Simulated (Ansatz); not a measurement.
Wanted: the native input for an Ansatz 0.2.0 run.

```yaml
Task: relaxation of cell and atoms
Functional: PBEsol
Potentials_or_basis: Ansatz PAW
Cutoff: "420 eV (not typed: the program's choice for these potentials)"
k_mesh: 7 × 7 × 4
Occupations: fermi-dirac, width 0.05 eV
Spin: no spin polarisation
Hubbard_terms: Mo d U = 5 eV
Hubbard_projectors: ortho-atomic (the default)
Double_counting: fll (the default)
```

The system is Si2Mo.

```
Mo Si
1.0
     4.58547    0.00000    0.00000
    -2.29274    3.97113    0.00000
     0.00000    0.00000    6.57976
Mo Si
3 6
Direct
  0.50000 0.50000 0.83333
  0.00000 0.50000 0.16667
  0.50000 0.00000 0.50000
  0.16387 0.32775 0.50000
  0.67225 0.83613 0.16667
  0.83613 0.16387 0.83333
  0.83613 0.67225 0.50000
  0.32775 0.16387 0.16667
  0.16387 0.83613 0.83333
```

Measurements of this composition are mostly on another form, of space group No. 139.

The input as run:

input.yaml

```yaml
crystal:
  lattice:
    - [4.5854715599, 0.0, 0.0]
    - [-2.29273578, 3.9711348592, 0.0]
    - [0.0, 0.0, 6.5797601]
  atoms:
    - { symbol: Mo, position: [0.5, 0.5, 0.8333333333] }
    - { symbol: Mo, position: [0.0, 0.5, 0.1666666667] }
    - { symbol: Mo, position: [0.5, 0.0, 0.5] }
    - { symbol: Si, position: [0.16387298, 0.32774596, 0.5] }
    - { symbol: Si, position: [0.67225404, 0.83612702, 0.1666666667] }
    - { symbol: Si, position: [0.83612702, 0.16387298, 0.8333333333] }
    - { symbol: Si, position: [0.83612702, 0.67225404, 0.5] }
    - { symbol: Si, position: [0.32774596, 0.16387298, 0.1666666667] }
    - { symbol: Si, position: [0.16387298, 0.83612702, 0.8333333333] }
hamiltonian:
  xc: pbesol
  pseudopotentials: { kind: paw }
  hubbard: { sites: [{ species: Mo, l: d, u_eff: 5.0 }] }
kpoints:
  mp_grid: { grid: [7, 7, 4] }
scf:
  occupations: { method: fermi_dirac, width: 0.05 }
output:
  forces: true
  stress: true
  eigenvalues: true
  write_density: true
  write_potential: true
  elf: true
  volumetric_format: npy
relax:
  f_tol: 0.01
  max_steps: 40
  cell: { stress_tol: 0.05 }
```

Potentials or basis: Ansatz PAW.

The run is started by

```console
$ ansatz run input.yaml --threads 4 --pin off --max-ram 11264MiB --backend cpu --events-out ev --progress --plain --runs-dir out
```

Results of the run:

```json
{
 "Relaxed volume": "13.15 Å³/atom",
 "Relaxed cell": "a = 4.567 Å, b = 4.567 Å, c = 6.550 Å, α = 90.00°, β = 90.00°, γ = 120.00°",
 "Space group after relaxing (to 0.05 Å)": "P6_222 (No. 180)",
 "Energy gained by relaxing": "1.4 meV/atom",
 "Ionic steps": "4",
 "Pressure after relaxing": "0.0 GPa",
 "Largest force after relaxing": "0.003 eV/Å",
 "Band gap on the k mesh": "0.78 eV, indirect (least direct gap 1.13 eV)"
}
```

Caveat: odd divisions of the mesh miss points on the zone boundary, where band edges often lie, so the gap on the mesh can be too wide; the plane-wave basis is chosen anew once the cell has moved, so the energies of steps on either side of that aren't comparable; the PAW data sets come from PBE, with cores solved anew for the run's functional, which leaves a small shift of forces and pressure; the U is typed as a test and isn't derived for this compound.

It took 13 s on 4 threads of AMD EPYC 7R43 64-Core Processor (Zen 3), with other jobs on the host, peak memory 0.58 GiB.
